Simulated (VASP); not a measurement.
Method: PBEsol GGA, VASP's PBE PAW potentials (set 64) (plane waves; VASP).

A VASP calculation is set up with these files.

POSCAR:
```
InN
1
    3.5002010000     0.0000000000     0.0000000000
   -1.7501010000     3.0312630000     0.0000000000
    0.0000000000     0.0000000000     5.6511580000
In N
2 2
Direct
  0.6666670000   0.3333330000   0.5004800000
  0.3333330000   0.6666670000   0.0004800000
  0.6666670000   0.3333330000   0.8795200000
  0.3333330000   0.6666670000   0.3795200000
```

### INCAR
```
! general
SYSTEM  = InN
PREC    = Accurate
ENCUT   = 280
LREAL   = F
LASPH   = T

! electronic loop
EDIFF   = 1E-6
NELM    = 100
ALGO    = Normal
LMAXMIX = 4

! smearing
ISMEAR  = -1
SIGMA   = 0.1

! functional
GGA     = PS

! ions
ISIF    = 2

! output
LWAVE   = F
LCHARG  = F
```

**KPOINTS**
```
Automatic mesh
0
Gamma
 4 4 4
```

POTCAR, in this order: In_d N (PBE.64 set). Program: vasp_std.

Output of the run:

### OUTCAR
```
 ion  position               nearest neighbor table
   1  0.667  0.333  0.500-   4 2.13   4 2.13   4 2.13   3 2.14   2 3.47   2 3.47   2 3.47   2 3.47
                             2 3.47   2 3.47
   2  0.333  0.667  0.000-   3 2.13   3 2.13   3 2.13   4 2.14   1 3.47   1 3.47   1 3.47   1 3.47
                             1 3.47   1 3.47
   3  0.667  0.333  0.880-   2 2.13   2 2.13   2 2.13   1 2.14
   4  0.333  0.667  0.380-   1 2.13   1 2.13   1 2.13   2 2.14
  LATTYP: Found a hexagonal cell.
 ALAT       =     3.5002010000
 C/A-ratio  =     1.6145238516
 Subroutine PRICEL returns:
 Original cell was already a primitive cell.
 Subroutine GETGRP returns: Found 12 space group operations
The static configuration has the point symmetry C_3v.
 The point group associated with its full space group is C_6v.
The dynamic configuration has the point symmetry C_3v.
 Subroutine INISYM returns: Found 12 space group operations
 Subroutine IBZKPT returns following result:
 Found     12 irreducible k-points:

 Following reciprocal coordinates:
            Coordinates               Weight
  0.000000  0.000000  0.000000      1.000000
  0.250000  0.000000  0.000000      6.000000
  0.500000  0.000000  0.000000      3.000000
  0.250000  0.250000  0.000000      6.000000
  0.000000  0.000000  0.250000      2.000000
  0.250000  0.000000  0.250000     12.000000
  0.500000  0.000000  0.250000      6.000000
  0.250000  0.250000  0.250000     12.000000
  0.000000  0.000000  0.500000      1.000000
  0.250000  0.000000  0.500000      6.000000
  0.500000  0.000000  0.500000      3.000000
  0.250000  0.250000  0.500000      6.000000
   k-points           NKPTS =     12   k-points in BZ     NKDIM =     12   number of bands    NBANDS=     22
   number of dos      NEDOS =    301   number of ions     NIONS =      4
   total plane-waves  NPLWV =  12800
   dimension x,y,z NGX =    20 NGY =   20 NGZ =   32
   dimension x,y,z NGXF=    40 NGYF=   40 NGZF=   64
   ions per type =               2   2
...
```

OSZICAR:
```
       N       E                     dE             d eps       ncg     rms          rms(c)
DAV:   1     0.265278181631E+03    0.26528E+03   -0.13012E+04   544   0.151E+03
DAV:   2     0.276091543140E+00   -0.26500E+03   -0.25802E+03   588   0.387E+02
DAV:   3    -0.259459859117E+02   -0.26222E+02   -0.26010E+02   692   0.140E+02
DAV:   4    -0.265377899014E+02   -0.59180E+00   -0.59102E+00   626   0.222E+01
DAV:   5    -0.265576898830E+02   -0.19900E-01   -0.19898E-01   768   0.342E+00    0.133E+01
DAV:   6    -0.230454207458E+02    0.35123E+01   -0.13619E+01   916   0.509E+01    0.938E+00
DAV:   7    -0.230864361033E+02   -0.41015E-01   -0.14586E+00   552   0.833E+00    0.356E+00
DAV:   8    -0.230416389450E+02    0.44797E-01   -0.12638E-01   824   0.393E+00    0.166E+00
DAV:   9    -0.230261714802E+02    0.15467E-01   -0.29242E-02   862   0.270E+00    0.312E-01
DAV:  10    -0.230257569291E+02    0.41455E-03   -0.37558E-03   824   0.798E-01    0.128E-01
DAV:  11    -0.230259684102E+02   -0.21148E-03   -0.11923E-03   804   0.271E-01    0.990E-02
DAV:  12    -0.230259010256E+02    0.67385E-04   -0.27250E-04   920   0.200E-01    0.219E-02
DAV:  13    -0.230259035644E+02   -0.25388E-05   -0.25194E-05   582   0.319E-02    0.245E-03
DAV:  14    -0.230259036267E+02   -0.62291E-07   -0.31257E-07   414   0.513E-03
   1 F= -.23025904E+02 E0= -.23021299E+02  d E =-.920858E-02
```

OUTCAR:
```
------------------------ aborting loop because EDIFF is reached ----------------------------------------
  FORCE on cell =-STRESS in cart. coord.  units (eV):
  Direction    XX          YY          ZZ          XY          YZ          ZX
  --------------------------------------------------------------------------------------
  Total       -5.0706880     -5.0706881     -5.2159974      0.0000008     -0.0000000      0.0000000
  in kB     -135.4950470   -135.4950484   -139.3778938      0.0000223     -0.0000000      0.0000000
  external PRESSURE =    -136.7893297 kB  Pullay stress =       0.0000000 kB
  volume of cell :       59.96
      direct lattice vectors                 reciprocal lattice vectors
     3.500201000  0.000000000  0.000000000     0.285697878  0.164947793  0.000000000
    -1.750101000  3.031263000  0.000000000     0.000000000  0.329895492  0.000000000
     0.000000000  0.000000000  5.651158000     0.000000000  0.000000000  0.176954883
 POSITION                                       TOTAL-FORCE (eV/Angst)
 -----------------------------------------------------------------------------------
      1.75010      1.01042      2.82829         0.000000     -0.000000      0.008222
     -0.00000      2.02084      0.00271        -0.000000      0.000000      0.008222
      1.75010      1.01042      4.97031         0.000000     -0.000000     -0.008222
     -0.00000      2.02084      2.14473        -0.000000      0.000000     -0.008222
 -----------------------------------------------------------------------------------
    total drift:                               -0.001262      0.000729     -0.000323
  FREE ENERGIE OF THE ION-ELECTRON SYSTEM (eV)
  ---------------------------------------------------
  free  energy   TOTEN  =       -23.0259036267 eV

  energy  without entropy=      -23.0166950471  energy(sigma->0) =      -23.02129934
```
(Selected blocks of OUTCAR.)

At this cut-off the stress carries a Pulay error, which pulls relaxed volumes low.

The structure comes from a computed database's InN entry; how it stands against other phases isn't given here. The cell was not relaxed at this level. The k-mesh is coarse (spacing up to 0.52 per Å, 2π included), so the numbers may not be converged in it. The run is one of a series of settings (ENCUT = 280, GGA = PS, KPOINTS 4×4×4 Γ-centred mesh, POTCAR In_d N (PBE.64 set) against the base run), some of them coarse on purpose.
